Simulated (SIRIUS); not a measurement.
Runs of SIRIUS 7.10.0 on MnO2. Symmetry: P-3m1, No. 164, trigonal system. The conventional cell has a = 2.751 Å, b = 2.751 Å, c = 4.439 Å, α = 90.00°, β = 90.00°, γ = 120.00°. Mn (site symmetry -3m) has 6 O at 1.94 Å as nearest neighbours. Around O (site symmetry 3m) lie 3 Mn at 1.94 Å. Measurements of this composition are mostly on another form, of space group No. 136.

| level | U | form of the Hubbard term | hubbard projectors | start of the occupations | pressure (GPa) | moment (μB) | largest force (eV/Å) |
| --- | --- | --- | --- | --- | --- | --- | --- |
| PBE+U | Mn d U = 4 eV | simplified (Dudarev) | orthogonalised atomic orbitals | the program's own | 7.8 | 3.00 | 2.11 |
| PBE+U | Mn d U = 6 eV | simplified (Dudarev) | orthogonalised atomic orbitals | the program's own | 14.1 | 3.00 | 1.72 |
| PBE+U | Mn d U = 8 eV | simplified (Dudarev) | orthogonalised atomic orbitals | the program's own | 22.3 | 3.00 | 1.15 |
| PBE+U | Mn d U = 2 eV | simplified (Dudarev) | orthogonalised atomic orbitals | the program's own | 3.3 | 3.00 | (b) |
| PBE | - | - | - | - | (a) | 0.17 | 1.97 |

Alike in all rows: task single point; potentials or basis PseudoDojo 0.4.1 PBE standard (scalar relativistic); spin collinear, ferromagnetic start; cell as given; k mesh 6 × 6 × 3; cutoff (eV) 1307; smearing fermi-dirac 0.05 eV; the mesh is coarse, so values aren't converged.

Problem. Estimate the missing entries.

Solution. (a) -12.5; (b) 2.32.

Caveats: all runs use coarse meshes; forces of over 1 eV/Å show positions far from the minimum, so gaps and moduli don't describe the material at rest; a cell with one magnetic atom can't hold antiferromagnetic order, which such compounds often take (some runs); the moment fell far below its start of 4 μB, so a state of higher moment may lie lower in energy (some runs).
